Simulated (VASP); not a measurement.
# InSe (P6_3/mmc) in VASP: notebook, part 2 of 2

VASP 6.6.1. Earlier steps stand in the parts before.

### 3 Electron localisation function, LDA

The input, INCAR:

```
SYSTEM = InSe
ALGO = Fast
EDIFF = 1E-7
ENCUT = 520
GGA = CA
ISIF = 2
ISMEAR = 0
LASPH = .True.
LCHARG = .True.
LELF = .True.
LREAL = .False.
LWAVE = .False.
NELM = 60
PREC = Accurate
SIGMA = 0.02
```

The input, KPOINTS:

```
k-points
0
Gamma
  6 6 2
  0 0 0
```

The input, POSCAR:

```
InSe
1.0
    4.0500000000      0.0000000000      0.0000000000
   -2.0250000000      3.5074028853      0.0000000000
    0.0000000000      0.0000000000     16.9300000000
In Se
4 4
Direct
    0.6666666667      0.3333333333      0.8430000000
    0.3333333333      0.6666666667      0.3430000000
    0.6666666667      0.3333333333      0.6570000000
    0.3333333333      0.6666666667      0.1570000000
    0.6666666667      0.3333333333      0.3980000000
    0.3333333333      0.6666666667      0.8980000000
    0.6666666667      0.3333333333      0.1020000000
    0.3333333333      0.6666666667      0.6020000000
```

Potentials or basis: VASP PAW LDA potentials, release 64 (In_d, Se).

Started as:

```console
cat potpaw_LDA.64/In_d/POTCAR potpaw_LDA.64/Se/POTCAR > POTCAR
mpirun -np 1 vasp_std > vasp.out
```

OUTCAR:

```text
SYSTEM = InSe
   EDIFF = 1E-7
   ENCUT = 520
   GGA = CA
   ISIF = 2
   ISMEAR = 0
   LASPH = .True.
   LREAL = .False.
   NELM = 60
   PREC = Accurate

 ion  position               nearest neighbor table
   1  0.667  0.333  0.843-   6 2.52   6 2.52   6 2.52   3 3.15
   2  0.333  0.667  0.343-   5 2.52   5 2.52   5 2.52   4 3.15
   3  0.667  0.333  0.657-   8 2.52   8 2.52   8 2.52   1 3.15
   4  0.333  0.667  0.157-   7 2.52   7 2.52   7 2.52   2 3.15
   5  0.667  0.333  0.398-   2 2.52   2 2.52   2 2.52
   6  0.333  0.667  0.898-   1 2.52   1 2.52   1 2.52
   7  0.667  0.333  0.102-   4 2.52   4 2.52   4 2.52
   8  0.333  0.667  0.602-   3 2.52   3 2.52   3 2.52

  LATTYP: Found a hexagonal cell.
 ALAT       =     4.0500000000
 C/A-ratio  =     4.1802469136

  Lattice vectors:

 A1 = (   4.0500000000,   0.0000000000,   0.0000000000)
 A2 = (  -2.0250000000,   3.5074028853,   0.0000000000)
 A3 = (   0.0000000000,   0.0000000000,  16.9300000000)

Analysis of symmetry for initial positions (statically):
=====================================================================
 Subroutine PRICEL returns:
 Original cell was already a primitive cell.

 Routine SETGRP: Setting up the symmetry group for a
 hexagonal supercell.

 Subroutine GETGRP returns: Found 24 space group operations
 (whereof 12 operations were pure point group operations)
 out of a pool of 24 trial point group operations.

The static configuration has the point symmetry D_3d.
 The point group associated with its full space group is D_6h.

Analysis of symmetry for dynamics (positions and initial velocities):
=====================================================================
 Subroutine PRICEL returns:
 Original cell was already a primitive cell.

 Routine SETGRP: Setting up the symmetry group for a
 hexagonal supercell.

 Subroutine GETGRP returns: Found 24 space group operations
 (whereof 12 operations were pure point group operations)
 out of a pool of 24 trial point group operations.

The dynamic configuration has the point symmetry D_3d.
 The point group associated with its full space group is D_6h.

 Subroutine INISYM returns: Found 24 space group operations
 (whereof 12 operations are pure point group operations),
 and found     1 'primitive' translations

----------------------------------------------------------------------------------------

                                     Primitive cell

  volume of cell :     240.4903

  direct lattice vectors                    reciprocal lattice vectors
     4.050000000  0.000000000  0.000000000     0.246913580  0.142555622  0.000000000
    -2.025000000  3.507402885  0.000000000     0.000000000  0.285111244  0.000000000
     0.000000000  0.000000000 16.930000000     0.000000000  0.000000000  0.059066745

  length of vectors
     4.050000000  4.050000000 16.930000000     0.285111244  0.285111244  0.059066745

  position of ions in fractional coordinates (direct lattice)
     0.666666667  0.333333333  0.843000000
     0.333333333  0.666666667  0.343000000
     0.666666667  0.333333333  0.657000000
     0.333333333  0.666666667  0.157000000
     0.666666667  0.333333333  0.398000000
     0.333333333  0.666666667  0.898000000
[... 51 lines left out ...]
  0.333333 -0.000000  0.500000      6.000000
  0.500000 -0.000000  0.500000      3.000000
  0.166667  0.166667  0.500000      6.000000
  0.333333  0.166667  0.500000     12.000000
  0.333333  0.333333  0.500000      2.000000
   k-points           NKPTS =     14   k-points in BZ     NKDIM =     14   number of bands    NBANDS=     45
   number of dos      NEDOS =    301   number of ions     NIONS =      8
   total plane-waves  NPLWV = 113400
   dimension x,y,z NGX =    30 NGY =   30 NGZ =  126
   dimension x,y,z NGXF=    60 NGYF=   60 NGZF=  252
   ions per type =               4   4
   NGX,Y,Z   is equivalent  to a cutoff of  12.31, 12.31, 12.37 a.u.
   NGXF,Y,Z  is equivalent  to a cutoff of  24.63, 24.63, 24.75 a.u.
 SYSTEM =  InSe
   PREC   = accura    normal or accurate (medium, high low for compatibility)
   ISTART =      0    job   : 0-new  1-cont  2-samecut
   ICHARG =      2    charge: 1-file 2-atom 10-const
   ISPIN  =      1    spin polarized calculation?
   LNONCOLLINEAR =      F non collinear calculations
   LSORBIT =      F    spin-orbit coupling
   LASPH  =      T    aspherical Exc in radial PAW
   ENCUT  =  520.0 eV  38.22 Ry    6.18 a.u.   7.53  7.53 31.48*2*pi/ulx,y,z
   NELM   =     60;   NELMIN=  2; NELMDL= -5     # of ELM steps
   EDIFF  = 0.1E-06   stopping-criterion for ELM
   LREAL  =      F    real-space projection
   EDIFFG = 0.1E-05   stopping-criterion for IOM
   NSW    =      0    number of steps for IOM
   IBRION =     -1    ionic relax: 0-MD 1-quasi-New 2-CG
   NFREE  =      0    steps in history (QN), initial steepest desc. (CG)
   ISIF   =      2    stress and relaxation
   ISYM   =      2    0-nonsym 1-usesym 2-fastsym
   POTIM  = 0.5000    time-step for ionic-motion
   TEBEG  =    0.0;   TEEND  =   0.0 temperature during run
   PSTRESS=    0.0 pullay stress
   NELECT =      76.0000    total number of electrons
   NUPDOWN=      -1.0000    fix difference up-down
   EMIN   =  10.00;   EMAX   =-10.00  energy-range for DOS
   EFERMI =   0.00;   METHOD = LEGACY
   ISMEAR =     0;   SIGMA  =   0.02  broadening in eV -4-tet -1-fermi 0-gaus
   EFERMI_NEDOS =   21; number of points for ismear=-14 and -15
   IALGO  =     68    algorithm
   IMIX   =      4    mixing-type and parameters
     AMIX     =   0.40;   BMIX     =  1.00
     AMIX_MAG =   1.60;   BMIX_MAG =  1.00
  volume/ion in A,a.u.               =      30.06       202.86
  Fermi-wavevector in a.u.,A,eV,Ry     =   1.115099  2.107232 16.918111  1.243446
  Thomas-Fermi vector in A             =   2.251701
   LORBIT       =      0    0 simple, 1 ext, 2 COOP (PROOUT), +10 PAW based schemes
   GGA     = CA    functional components
   LHFCALC =     F    Hartree Fock is set to
   AEXX    =    0.0000 exact exchange contribution
   IVDW    =     0    specifies the selected vdW correction
   LEPSILON=     F    determine dielectric tensor
   LRPA    =     F    only Hartree local field effects (RPA)
 non-spin polarized calculation
 RMM-DIIS sequential band-by-band and
 Gauss-broadening in eV      SIGMA  =   0.02
  energy-cutoff  :      520.00
  volume of cell :      240.49
 maximum number of plane-waves:      6531
   NGX = 15   NGY = 15   NGZ = 63

 number of electron      75.9999998 magnetization

 Free energy of the ion-electron system (eV)
  ---------------------------------------------------
  ext. energy  EPLUGINS =         0.00000000
  ---------------------------------------------------
  free energy    TOTEN  =       -31.71527531 eV

  energy without entropy =      -31.71468631  energy(sigma->0) =      -31.71498081

 E-fermi :   4.0662     XC(G=0):  -9.0427

 val. band max:        4.0525534159   @ k =   0.1667   0.0000   0.0000
 cond. band min:       4.2714079380   @ k =   0.0000   0.0000   0.5000
 fundamental gap:      0.2188545221
 Fermi energy:         4.0662355769

 k-point     1 :       0.0000    0.0000    0.0000
  band No.  band energies     occupation
      1     -11.1484      2.00000
      2     -11.1354      2.00000
      3     -11.0529      2.00000
      4     -11.0330      2.00000
      5     -10.9341      2.00000
      6     -10.9341      2.00000
[... 661 lines left out ...]
     44       8.0383      0.00000
     45       8.5711      0.00000

------------------------ aborting loop because EDIFF is reached ----------------------------------------

  FORCE on cell =-STRESS in cart. coord.  units (eV):
  Direction    XX          YY          ZZ          XY          YZ          ZX
  --------------------------------------------------------------------------------------
  -------------------------------------------------------------------------------------
  Total        8.8805835      8.8805835     -1.8026647     -0.0000000     -0.0000000      0.0000000
  in kB       59.1635801     59.1635801    -12.0095822     -0.0000000     -0.0000000      0.0000000
  external PRESSURE =      35.4391927 kB  Pullay stress =       0.0000000 kB

 VOLUME and BASIS-vectors are now :
 -----------------------------------------------------------------------------
  energy-cutoff  :      520.00
  volume of cell :      240.49
      direct lattice vectors                 reciprocal lattice vectors
     4.050000000  0.000000000  0.000000000     0.246913580  0.142555622  0.000000000
    -2.025000000  3.507402885  0.000000000     0.000000000  0.285111244  0.000000000
     0.000000000  0.000000000 16.930000000     0.000000000  0.000000000  0.059066745

 POSITION                                       TOTAL-FORCE (eV/Angst)
 -----------------------------------------------------------------------------------
      2.02500      1.16913     14.27199         0.000000     -0.000000     -2.615358
     -0.00000      2.33827      5.80699        -0.000000      0.000000     -2.615358
      2.02500      1.16913     11.12301         0.000000      0.000000      2.615358
     -0.00000      2.33827      2.65801        -0.000000     -0.000000      2.615358
      2.02500      1.16913      6.73814         0.000000      0.000000      1.657033
     -0.00000      2.33827     15.20314        -0.000000     -0.000000      1.657033
      2.02500      1.16913      1.72686         0.000000      0.000000     -1.657033
     -0.00000      2.33827     10.19186        -0.000000     -0.000000     -1.657033
 -----------------------------------------------------------------------------------
    total drift:                               -0.000000     -0.000000      0.000000

  FREE ENERGIE OF THE ION-ELECTRON SYSTEM (eV)
  ---------------------------------------------------
  free  energy   TOTEN  =       -31.7152753131 eV

  energy  without entropy=      -31.7146863132  energy(sigma->0) =      -31.71498081
```

Wall time 3.4 min (1 thread of AMD EPYC 9R45 (Zen 5), shared host); peak memory 0.28 GiB.

Results:

```yaml
Free_energy: -31.7153 eV
Pressure: 3.5 GPa
Largest_force: 2.615 eV/Å
Band_gap_on_the_k_mesh: none (metal or under the smearing width)
```

Forces in eV/Å, atoms in the order of the input:
```
In   0.000  0.000 -2.615
In   0.000  0.000 -2.615
In   0.000  0.000  2.615
In   0.000  0.000  2.615
Se   0.000  0.000  1.657
Se   0.000  0.000  1.657
Se   0.000  0.000 -1.657
Se   0.000  0.000 -1.657
```

Caveat: forces of over 1 eV/Å show positions far from the minimum, so gaps and moduli don't describe the material at rest.
